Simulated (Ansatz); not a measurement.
# BaZrO3: the cost of one run

Program: Ansatz 0.2.0. Level of theory: DFT PBE, scalar-relativistic, plane waves, PAW. These are calculated values, not measurements.

## 1. The system as given

Symmetry: I4/mcm, No. 140, tetragonal system. Conventional cell: a = 5.954 Å, b = 5.954 Å, c = 8.428 Å, α = 90.00°, β = 90.00°, γ = 90.00°. Around Ba (site symmetry -42m) lie 12 O at 2.92 to 3.04 Å. Zr (site symmetry 4/m) is surrounded by 6 O at 2.11 Å. O (site symmetry 422) is surrounded by 2 Zr at 2.11 Å and 4 Ba at 2.98 Å. O (site symmetry m2m) is surrounded by 2 Zr at 2.11 Å and 4 Ba at 2.92 to 3.04 Å.

Coordinates:

```cif
data_structure
_symmetry_space_group_name_H-M 'I4/mcm'
_symmetry_Int_Tables_number 140
_cell_length_a 5.9539
_cell_length_b 5.9539
_cell_length_c 8.4279
_cell_angle_alpha 90.000
_cell_angle_beta 90.000
_cell_angle_gamma 90.000
_cell_volume 298.76
loop_
_atom_site_label
_atom_site_type_symbol
_atom_site_symmetry_multiplicity
_atom_site_Wyckoff_symbol
_atom_site_fract_x
_atom_site_fract_y
_atom_site_fract_z
_atom_site_occupancy
Ba1 Ba 4 b 0.00000 0.50000 0.25000 1
Zr1 Zr 4 c 0.00000 0.00000 0.00000 1
O1 O 4 a 0.50000 0.50000 0.25000 1
O2 O 8 h 0.73937 0.23937 0.00000 1
```

The start is a polymorph listed in a database, not an invented cell.

## 2. A first look at the guess

Input file input.yaml:

```yaml
crystal:
  lattice:
    - [-2.97696519, 2.97696519, 4.21394253]
    - [2.97696519, -2.97696519, 4.21394253]
    - [2.97696519, 2.97696519, -4.21394253]
  atoms:
    - { symbol: Ba, position: [0.75, 0.25, 0.5] }
    - { symbol: Ba, position: [0.25, 0.75, 0.5] }
    - { symbol: Zr, position: [0.0, 0.0, 0.0] }
    - { symbol: Zr, position: [0.5, 0.5, 0.0] }
    - { symbol: O, position: [0.75, 0.75, 0.0] }
    - { symbol: O, position: [0.25, 0.25, 0.0] }
    - { symbol: O, position: [0.23936707, 0.73936707, 0.97873414] }
    - { symbol: O, position: [0.76063293, 0.26063293, 0.02126586] }
    - { symbol: O, position: [0.73936707, 0.76063293, 0.5] }
    - { symbol: O, position: [0.26063293, 0.23936707, 0.5] }
basis:
  ecutwfc: 420
kpoints:
  mp_grid: { grid: [4, 4, 4] }
hamiltonian:
  xc: pbe
scf:
  occupations: { method: gaussian, width: 0.1 }
  lower_state_search: "off"
output:
  forces: true
  stress: true
  eigenvalues: true
```

Started as:

```console
$ ansatz run input.yaml --threads 1 --pin off --max-ram 2560MiB --backend cpu --events-out ev --progress --plain --runs-dir out
```

What time and memory should one allow on 1 thread of Arm Neoverse V2, shared host?

About 5.4 s, with a peak of 0.43 GiB.
